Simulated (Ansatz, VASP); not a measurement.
# In: VASP beside Ansatz

```
In
1.0
     5.67533    0.00000    0.00000
    -2.83766    4.91498    0.00000
     0.00000    0.00000    3.52608
In
3
Direct
  0.00000 0.00000 0.00000
  0.33333 0.66667 0.50000
  0.66667 0.33333 0.50000
```

Alike in both runs: task single point; functional RPBE; k mesh 8 × 8 × 11; occupations fermi-dirac, width 0.1 eV; no spin polarisation.

```csv
,VASP,Ansatz
version,VASP 6.6.1,Ansatz 0.2.0
potentials or method,"VASP PAW PBE potentials, release 64 (In_d)","plane waves (420 eV) with PAW, scalar-relativistic"
plane-wave cutoff (eV),520,420
valence electrons in the cell,39,39
```

|  | VASP | Ansatz | Ansatz less VASP |
| --- | --- | --- | --- |
| pressure (GPa) | -2.3 | -2.3 | +0.02 |
| largest component of the traceless stress (GPa) | 0.14 | 0.14 | -0.005 |

The functional is the same, so the differences come from potentials, cutoffs and numerics.

Caveats: the PAW data sets were made with another functional, which shifts forces and pressure a little (VASP).
